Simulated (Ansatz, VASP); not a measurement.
One calculation of As, two programs

```
CELL_PARAMETERS angstrom
4.13109 2.38509 4.62407
-4.13109 2.38509 4.62407
0.00000 -4.77017 4.62407
ATOMIC_POSITIONS crystal
As 0.03638 0.65382 0.03638
As 0.03638 0.03638 0.65382
As 0.65382 0.03638 0.03638
As 0.96362 0.34618 0.96362
As 0.34618 0.96362 0.96362
As 0.96362 0.96362 0.34618
As 0.28750 0.60381 0.28750
As 0.28750 0.28750 0.60381
As 0.60381 0.28750 0.28750
As 0.71250 0.39619 0.71250
As 0.39619 0.71250 0.71250
As 0.71250 0.71250 0.39619
```

Alike in both runs: functional PBEsol; k mesh 3 × 3 × 3; occupations gaussian, width 0.1 eV; no spin polarisation.

Ansatz relaxed the structure, and its values are those at the end. VASP's run is a single point on that final structure, the one shown.

```csv
,VASP,Ansatz
version,VASP 6.6.1,Ansatz 0.2.0
potentials or method,"VASP PAW PBE potentials, release 64 (As)","scalar-relativistic, plane waves, PAW"
plane-wave cutoff (eV),520,420
valence electrons in the cell,60,180
```

VASP gave:

| Quantity | Value |
| --- | --- |
| gap on the k mesh at the Fermi level (eV) | none |
| pressure (GPa) | 0.3 |
| rms of the force components (eV/Å) | 0.029 |

Question: Which values does Ansatz return?

Answer: gap on the k mesh at the Fermi level (eV): none; pressure (GPa): 0.0; rms of the force components (eV/Å): 0.005.

A gap of «none» marks a metal or a gap that the smearing closes. The two sets of potentials don't hold the same shells in valence.

Caveats: the PAW data sets were made with another functional, which shifts forces and pressure a little (VASP).
